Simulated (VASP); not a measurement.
The system is Cu.

```
Cu
1.0
     1.21846   -3.97638    0.00000
     1.21846    3.97638    0.00000
     0.00000    0.00000    2.47550
Cu
2
Direct
  0.86613 0.13387 0.75000
  0.13387 0.86613 0.25000
```

This isn't the form of Cu at room conditions, which is fcc.

```yaml
Program: VASP 6.6.1
Task: relaxation of cell and atoms
Functional: LDA
Potentials_or_basis: VASP PAW LDA potentials, release 64 (Cu)
Cutoff: 600 eV
k_mesh: 10 × 10 × 10
Occupations: fermi-dirac, width 0.05 eV
Spin: no spin polarisation
```

At the start: pressure -6.8 GPa; volume 11.99 Å³/atom.

Problem. Where does the relaxation end?

Solution. Over 6 steps the energy falls by 12.3 meV/atom and the volume is 11.47 Å³/atom (-4.4 %); space group Cmcm (No. 63, to 0.05 Å).

The path:
| step | energy change (eV) | largest force (eV/Å) | pressure (GPa) | volume (Å³) |
| --- | --- | --- | --- | --- |
| 1 | 0.0000 | 0.0418 | -6.82 | 23.99 |
| 2 | -0.0135 | 0.0840 | 5.37 | 22.26 |
| 3 | -0.0244 | 0.0305 | 0.16 | 22.92 |
| 4 | -0.0244 | 0.0287 | -0.12 | 22.94 |
| 5 | -0.0245 | 0.0052 | -0.14 | 22.94 |
| 6 | -0.0245 | 0.0114 | -0.13 | 22.93 |

Final structure:
```cif
data_structure
_symmetry_space_group_name_H-M 'P 1'
_symmetry_Int_Tables_number 1
_cell_length_a 4.0833
_cell_length_b 4.0833
_cell_length_c 2.4446
_cell_angle_alpha 90.000
_cell_angle_beta 90.000
_cell_angle_gamma 145.760
_cell_volume 22.93
loop_
_atom_site_label
_atom_site_type_symbol
_atom_site_fract_x
_atom_site_fract_y
_atom_site_fract_z
_atom_site_occupancy
Cu1 Cu 0.86626 0.13374 0.75000 1
Cu2 Cu 0.13374 0.86626 0.25000 1
```
